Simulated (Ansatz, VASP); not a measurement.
## LiCl in VASP and in Ansatz

The input INCAR:

```
SYSTEM = LiCl
PREC     = Accurate       ! precision mode
ENCUT    = 600            ! plane-wave cutoff, eV
EDIFF    = 1E-6           ! SCF threshold, eV
ISMEAR   = 0              ! smearing method
SIGMA    = 0.02           ! smearing width, eV
LREAL    = .FALSE.        ! projectors in reciprocal space
LASPH    = .TRUE.         ! aspherical terms in the spheres
NELM     = 60             ! most SCF steps
ALGO     = Normal         ! electronic algorithm
ISIF     = 3              ! what is computed and relaxed
LWAVE    = .FALSE.        ! write WAVECAR
LCHARG   = .FALSE.        ! write CHGCAR
GGA      = PE             ! functional
IBRION   = 2              ! ionic algorithm
NSW      = 100            ! ionic steps
EDIFFG   = -0.01          ! ionic threshold
```

File KPOINTS:

```
Automatic mesh
0
G
  8 8 8
  0 0 0
```

The input POSCAR:

```
LiCl
1.0
    0.0000000000      2.7476584004      2.7476584004
    2.7476584004      0.0000000000      2.7476584004
    2.7476584004      2.7476584004      0.0000000000
Li Cl
1 1
Direct
    0.7500000000      0.7500000000      0.7500000000
    0.5000000000      0.5000000000      0.5000000000
```

Input for Ansatz:

```yaml
crystal:
  lattice:
    - [0.0, 2.7476584004, 2.7476584004]
    - [2.7476584004, 0.0, 2.7476584004]
    - [2.7476584004, 2.7476584004, 0.0]
  atoms:
    - { symbol: Li, position: [0.75, 0.75, 0.75] }
    - { symbol: Cl, position: [0.5, 0.5, 0.5] }
basis:
  ecutwfc: 420
kpoints:
  mp_grid: { grid: [8, 8, 8] }
hamiltonian:
  xc: pbe
scf:
  occupations: { method: gaussian, width: 0.02 }
output:
  forces: true
  stress: true
  eigenvalues: true
relax:
  adjacent_minimum: "off"
  f_tol: 0.01
  max_steps: 80
  cell: { stress_tol: 0.05 }
```

Alike in both runs: task relaxation of cell and atoms; functional PBE; k mesh 8 × 8 × 8; occupations gaussian, width 0.02 eV; no spin polarisation.

|  | VASP | Ansatz |
| --- | --- | --- |
| version | VASP 6.6.1 | Ansatz 0.2.0 |
| potentials or method | VASP PAW PBE potentials, release 64 (Li_sv, Cl) | scalar-relativistic, plane waves, PAW |
| plane-wave cutoff (eV) | 600 | 420 |
| valence electrons in the cell | 10 | 10 |

Ansatz gave:

- gap on the k mesh at the Fermi level, each at its own relaxed structure (eV): 5.96
- relaxed volume (Å³/atom): 20.97
- relaxed cell length with the largest relative difference (Å): 3.900

**Question.** Which values does VASP return?

**Answer.** gap on the k mesh at the Fermi level, each at its own relaxed structure (eV): 5.97; relaxed volume (Å³/atom): 20.91; relaxed cell length with the largest relative difference (Å): 3.896.

Caveats: the cutoff is under 1.25 times the usual one of these potentials, so pressure, stress and relaxed cells hold a basis-set (Pulay) error (VASP). A k mesh can miss the band edges.
